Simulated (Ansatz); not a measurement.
# SrCl2 in Ansatz: the effect of functional

SrCl2:

```
CELL_PARAMETERS angstrom
0.00000 3.48835 3.48835
3.48835 0.00000 3.48835
3.48835 3.48835 0.00000
ATOMIC_POSITIONS crystal
Sr 0.00000 0.00000 0.00000
Cl 0.75000 0.75000 0.75000
Cl 0.25000 0.25000 0.25000
```

Alike in all runs:

```yaml
Program: Ansatz 0.2.0
Task: projected density of states
Potentials_or_basis: Ansatz PAW
k_mesh: 4 × 4 × 4
Occupations: fermi-dirac, width 0.05 eV
Spin: no spin polarisation
```

| functional | cutoff | gap on the mesh (eV) | pressure (GPa) |
| --- | --- | --- | --- |
| LDA | 420 eV (not typed: the program's choice for these potentials) | 4.88 | -2.8 |
| PBE | 420 eV (not typed: the program's choice for these potentials) | 5.34 | 1.0 |
| PBEsol | 420 eV (not typed: the program's choice for these potentials) | 5.14 | -1.1 |
| RPBE | 420 eV (not typed: the program's choice for these potentials) | 5.68 | 3.0 |
| revPBE | 420 eV (not typed: the program's choice for these potentials) | 5.63 | 2.5 |
| BLYP | 420 eV (not typed: the program's choice for these potentials) | ? | ? |
| r2SCAN | 500 eV (not typed: the program's choice for these potentials) | 5.97 | 0.3 |
| HSE06 | 420 eV (not typed: the program's choice for these potentials) | 6.62 | 0.5 |
| PBE0 | 420 eV (not typed: the program's choice for these potentials) | 7.35 | 0.4 |
| r2SCAN0 | 500 eV (not typed: the program's choice for these potentials) | 7.67 | 0.0 |

Task: What does the run with functional BLYP give?

Result: gap on the mesh 5.37 eV; pressure 2.7 GPa.

Caveats: the density of states is complete only up to the lowest level of the last band computed; the PAW data sets come from PBE, with cores solved anew for the run's functional, which leaves a small shift of forces and pressure (some runs); the thresholds are loose for stress (some runs).

A k mesh can miss the band edges.
